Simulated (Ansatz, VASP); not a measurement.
Two plane-wave programs on SrO

INCAR

```
PREC = Accurate
ENCUT = 520
EDIFF = 1E-7
ISMEAR = 0
SIGMA = 0.1
LREAL = False
LASPH = True
NELM = 60
ALGO = Fast
ISIF = 2
LWAVE = False
LCHARG = False
GGA = RE
IVDW = 13
```

Contents of SrO.cif:

```cif
data_SrO
_cell_length_a 5.06323204
_cell_length_b 5.06323204
_cell_length_c 5.06323204
_cell_angle_alpha 90.00000000
_cell_angle_beta 90.00000000
_cell_angle_gamma 90.00000000
_space_group_name_H-M_alt 'Fm-3m'
_space_group_name_Hall '-F 4 2 3'
_space_group_IT_number 225
loop_
_space_group_symop_operation_xyz
'x,y,z'
'-x,-y,-z'
'-y,x,z'
'y,-x,-z'
'-x,-y,z'
'x,y,-z'
'y,-x,z'
'-y,x,-z'
'x,-y,-z'
'-x,y,z'
'-y,-x,-z'
'y,x,z'
'-x,y,-z'
'x,-y,z'
'y,x,-z'
'-y,-x,z'
'z,x,y'
'-z,-x,-y'
'z,-y,x'
'-z,y,-x'
'z,-x,-y'
'-z,x,y'
'z,y,-x'
'-z,-y,x'
'-z,x,-y'
'z,-x,y'
'-z,-y,-x'
'z,y,x'
'-z,-x,y'
'z,x,-y'
'-z,y,x'
'z,-y,-x'
'y,z,x'
'-y,-z,-x'
'x,z,-y'
'-x,-z,y'
'-y,z,-x'
'y,-z,x'
'-x,z,y'
'x,-z,-y'
'-y,-z,x'
'y,z,-x'
'-x,-z,-y'
'x,z,y'
'y,-z,-x'
'-y,z,x'
'x,-z,y'
'-x,z,-y'
'x,y+1/2,z+1/2'
'-x,-y+1/2,-z+1/2'
'-y,x+1/2,z+1/2'
'y,-x+1/2,-z+1/2'
'-x,-y+1/2,z+1/2'
'x,y+1/2,-z+1/2'
'y,-x+1/2,z+1/2'
'-y,x+1/2,-z+1/2'
'x,-y+1/2,-z+1/2'
'-x,y+1/2,z+1/2'
'-y,-x+1/2,-z+1/2'
'y,x+1/2,z+1/2'
'-x,y+1/2,-z+1/2'
[... 41 lines left out ...]
'y+1/2,-x,z+1/2'
'-y+1/2,x,-z+1/2'
'x+1/2,-y,-z+1/2'
'-x+1/2,y,z+1/2'
'-y+1/2,-x,-z+1/2'
'y+1/2,x,z+1/2'
'-x+1/2,y,-z+1/2'
'x+1/2,-y,z+1/2'
'y+1/2,x,-z+1/2'
'-y+1/2,-x,z+1/2'
'z+1/2,x,y+1/2'
'-z+1/2,-x,-y+1/2'
'z+1/2,-y,x+1/2'
'-z+1/2,y,-x+1/2'
'z+1/2,-x,-y+1/2'
'-z+1/2,x,y+1/2'
'z+1/2,y,-x+1/2'
'-z+1/2,-y,x+1/2'
'-z+1/2,x,-y+1/2'
'z+1/2,-x,y+1/2'
'-z+1/2,-y,-x+1/2'
'z+1/2,y,x+1/2'
'-z+1/2,-x,y+1/2'
'z+1/2,x,-y+1/2'
'-z+1/2,y,x+1/2'
'z+1/2,-y,-x+1/2'
'y+1/2,z,x+1/2'
'-y+1/2,-z,-x+1/2'
'x+1/2,z,-y+1/2'
'-x+1/2,-z,y+1/2'
'-y+1/2,z,-x+1/2'
'y+1/2,-z,x+1/2'
'-x+1/2,z,y+1/2'
'x+1/2,-z,-y+1/2'
'-y+1/2,-z,x+1/2'
'y+1/2,z,-x+1/2'
'-x+1/2,-z,-y+1/2'
'x+1/2,z,y+1/2'
'y+1/2,-z,-x+1/2'
'-y+1/2,z,x+1/2'
'x+1/2,-z,y+1/2'
'-x+1/2,z,-y+1/2'
'x+1/2,y+1/2,z'
'-x+1/2,-y+1/2,-z'
'-y+1/2,x+1/2,z'
'y+1/2,-x+1/2,-z'
'-x+1/2,-y+1/2,z'
'x+1/2,y+1/2,-z'
'y+1/2,-x+1/2,z'
'-y+1/2,x+1/2,-z'
'x+1/2,-y+1/2,-z'
'-x+1/2,y+1/2,z'
'-y+1/2,-x+1/2,-z'
'y+1/2,x+1/2,z'
'-x+1/2,y+1/2,-z'
'x+1/2,-y+1/2,z'
'y+1/2,x+1/2,-z'
'-y+1/2,-x+1/2,z'
'z+1/2,x+1/2,y'
'-z+1/2,-x+1/2,-y'
'z+1/2,-y+1/2,x'
'-z+1/2,y+1/2,-x'
'z+1/2,-x+1/2,-y'
'-z+1/2,x+1/2,y'
'z+1/2,y+1/2,-x'
'-z+1/2,-y+1/2,x'
'-z+1/2,x+1/2,-y'
'z+1/2,-x+1/2,y'
'-z+1/2,-y+1/2,-x'
'z+1/2,y+1/2,x'
'-z+1/2,-x+1/2,y'
'z+1/2,x+1/2,-y'
'-z+1/2,y+1/2,x'
'z+1/2,-y+1/2,-x'
'y+1/2,z+1/2,x'
'-y+1/2,-z+1/2,-x'
'x+1/2,z+1/2,-y'
'-x+1/2,-z+1/2,y'
'-y+1/2,z+1/2,-x'
'y+1/2,-z+1/2,x'
'-x+1/2,z+1/2,y'
'x+1/2,-z+1/2,-y'
'-y+1/2,-z+1/2,x'
'y+1/2,z+1/2,-x'
'-x+1/2,-z+1/2,-y'
'x+1/2,z+1/2,y'
'y+1/2,-z+1/2,-x'
'-y+1/2,z+1/2,x'
'x+1/2,-z+1/2,y'
'-x+1/2,z+1/2,-y'
loop_
_atom_site_label
_atom_site_type_symbol
_atom_site_symmetry_multiplicity
_atom_site_Wyckoff_symbol
_atom_site_fract_x
_atom_site_fract_y
_atom_site_fract_z
_atom_site_occupancy
Sr1 Sr 4 b 0.5000000000 0.0000000000 0.0000000000 1
O1 O 4 a 0.0000000000 0.0000000000 0.0000000000 1
```

KPOINTS

```
Automatic mesh
0
Gamma
  5 5 5
```

File POSCAR:

```
Sr O 
 1.0000000000000000
     5.0632320399999999    0.0000000000000000    0.0000000000000000
     0.0000000000000000    5.0632320399999999    0.0000000000000000
     0.0000000000000000    0.0000000000000000    5.0632320399999999
 Sr  O  
   4   4
Cartesian
  2.5316160200000000  0.0000000000000000  0.0000000000000000
  0.0000000000000000  2.5316160200000000  0.0000000000000000
  0.0000000000000000  0.0000000000000000  2.5316160200000000
  2.5316160200000000  2.5316160200000000  2.5316160200000000
  0.0000000000000000  0.0000000000000000  0.0000000000000000
  0.0000000000000000  2.5316160200000000  2.5316160200000000
  2.5316160200000000  0.0000000000000000  2.5316160200000000
  2.5316160200000000  2.5316160200000000  0.0000000000000000
```

File KPOINTS_OPT:

```
path GXMGRX,MR
20
line-mode
reciprocal
 0.0000000000  0.0000000000  0.0000000000  G
 0.0000000000  0.5000000000  0.0000000000  X

 0.0000000000  0.5000000000  0.0000000000  X
 0.5000000000  0.5000000000  0.0000000000  M

 0.5000000000  0.5000000000  0.0000000000  M
 0.0000000000  0.0000000000  0.0000000000  G

 0.0000000000  0.0000000000  0.0000000000  G
 0.5000000000  0.5000000000  0.5000000000  R

 0.5000000000  0.5000000000  0.5000000000  R
 0.0000000000  0.5000000000  0.0000000000  X

 0.5000000000  0.5000000000  0.0000000000  M
 0.5000000000  0.5000000000  0.5000000000  R
```

File input.yaml:

```yaml
crystal:
  lattice:
    - [5.06323204, 0.0, 0.0]
    - [0.0, 5.06323204, 0.0]
    - [0.0, 0.0, 5.06323204]
  atoms:
    - { symbol: Sr, position: [0.5, 0.0, 0.0] }
    - { symbol: Sr, position: [0.0, 0.5, 0.0] }
    - { symbol: Sr, position: [0.0, 0.0, 0.5] }
    - { symbol: Sr, position: [0.5, 0.5, 0.5] }
    - { symbol: O, position: [0.0, 0.0, 0.0] }
    - { symbol: O, position: [0.0, 0.5, 0.5] }
    - { symbol: O, position: [0.5, 0.0, 0.5] }
    - { symbol: O, position: [0.5, 0.5, 0.0] }
hamiltonian:
  xc: revpbe
  pseudopotentials: { kind: paw }
  dispersion: d4
kpoints:
  mp_grid: { grid: [5, 5, 5] }
  band_path:
    path:
      - [[0.0, 0.0, 0.0], [0.0, 0.5, 0.0], [0.5, 0.5, 0.0], [0.0, 0.0, 0.0], [0.5, 0.5, 0.5], [0.0, 0.5, 0.0]]
      - [[0.5, 0.5, 0.0], [0.5, 0.5, 0.5]]
    npoints: 10
scf:
  occupations: { method: gaussian, width: 0.1 }
  n_extra_bands: 20
output:
  forces: true
  stress: true
  eigenvalues: true
  fatbands: true
  write_density: true
  write_potential: true
  elf: true
  volumetric_format: npy
```

Change from the starting cell: volume scaled by 0.96.

Alike in both runs: task band structure; functional revPBE; dispersion D4; k mesh 5 × 5 × 5; occupations gaussian, width 0.1 eV; no spin polarisation.

|  | VASP | Ansatz |
| --- | --- | --- |
| version | VASP 6.6.1 | Ansatz 0.2.0 |
| potentials or method | VASP PAW PBE potentials, release 64 (Sr_sv, O) | Ansatz PAW |
| plane-wave cutoff (eV) | 520 | 420 |
| valence electrons in the cell | 64 | 64 |

VASP gave:

```
gap on the k mesh at the Fermi level (eV) : 3.32
least direct gap on the mesh (eV)         : 3.32
gap along the band path (eV)              : 3.32
pressure (GPa)                            : 7.5
dispersion energy (meV/atom)              : -288.3
```

Question: What did Ansatz give for the same quantities?

Answer: gap on the k mesh at the Fermi level (eV): 3.38; least direct gap on the mesh (eV): 3.38; gap along the band path (eV): 3.38; pressure (GPa): 6.8; dispersion energy (meV/atom): -288.4.

Caveats: the PAW data sets were made with another functional, which shifts forces and pressure a little (VASP); the pressure holds a Pulay correction of +0.3 GPa for the finite cutoff (Ansatz); the PAW data sets come from PBE, with cores solved anew for the run's functional, which leaves a small shift of forces and pressure (Ansatz).
